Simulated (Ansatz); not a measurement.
A (210) slab of NbN (Fm-3m (No. 225)), 12 planes, outer planes NbN (top) and NbN (bottom), with 24 atoms (Nb12N12) in a surface cell of A = 21.454 Å², as cut from the bulk:

```
CELL_PARAMETERS angstrom
4.38050 0.00000 0.00000
-2.19025 4.89754 0.00000
0.00000 0.00000 25.77460
ATOMIC_POSITIONS crystal
Nb 0.20000 0.40000 0.29098
N 0.70000 0.40000 0.29098
Nb 0.90000 0.80000 0.32899
N 0.40000 0.80000 0.32899
Nb 0.60000 0.20000 0.36699
N 0.10000 0.20000 0.36699
Nb 0.30000 0.60000 0.40499
N 0.80000 0.60000 0.40499
Nb 0.00000 0.00000 0.44300
N 0.50000 0.00000 0.44300
Nb 0.70000 0.40000 0.48100
N 0.20000 0.40000 0.48100
Nb 0.40000 0.80000 0.51900
N 0.90000 0.80000 0.51900
Nb 0.10000 0.20000 0.55700
N 0.60000 0.20000 0.55700
Nb 0.80000 0.60000 0.59501
N 0.30000 0.60000 0.59501
Nb 0.50000 0.00000 0.63301
N 0.00000 0.00000 0.63301
Nb 0.20000 0.40000 0.67101
N 0.70000 0.40000 0.67101
Nb 0.90000 0.80000 0.70902
N 0.40000 0.80000 0.70902
```

Level of theory: DFT PBEsol, scalar-relativistic, plane waves, PAW (Ansatz). Cutoff 420 eV; k points 9×7×1 on the computed 24-atom cell (Γ-centred); Gaussian smearing, width 0.10 eV; no spin polarisation.

Against the same 24 atoms in the bulk, the slab as cut lies 7.059 eV higher and the relaxed slab 4.872 eV higher.

(1) Work out the surface energy before and after relaxation.

(2) What is the ideal work of this cut, per area?

Answers

(1) The slab has two faces, so γ = (E_slab − N·E_bulk)/(2A), the mean of both. As cut: 7.059/(2 × 21.454) = 0.1645 eV/Å², and 1 eV/Å² = 16.02 J/m², so γ = 2.64 J/m². Relaxed: 4.872/(2 × 21.454) = 0.1135 eV/Å² = 1.82 J/m². Relaxation recovers 31 % of the cost of cutting.

(2) Griffith's ideal work is 2γ: 5.27 J/m² if the new faces stay rigid, 3.64 J/m² if they relax. One thickness was run, 12 planes, so γ can still shift with it.

Relaxation recovers 31 % of the cutting cost, a large share that fits an open, step-like face. Cutting along (210) removes nearest neighbours from the outermost plane and also from the one beneath it, breaking directional Nb 4d-N 2p bonds. Every plane contains Nb and N in equal number, so the cost reflects lost bonding rather than the uncompensated dipole of a polar termination. The undercoordinated atoms can then strengthen their remaining bonds by shifting and rumpling, which is probably the main source of the energy gain.

Not all of that gain need belong to the surface, however. Stoichiometric rocksalt NbN is known to be prone to lattice instabilities, and the low symmetry of the slab may let its interior distort in ways the cubic bulk reference cannot. Any such contribution would make the relaxed surface energy too low, while leaving the as-cut value untouched. Nor does a favourable relaxation establish that the flat face persists, since an open rocksalt surface may lower its energy further by forming (100) facets.
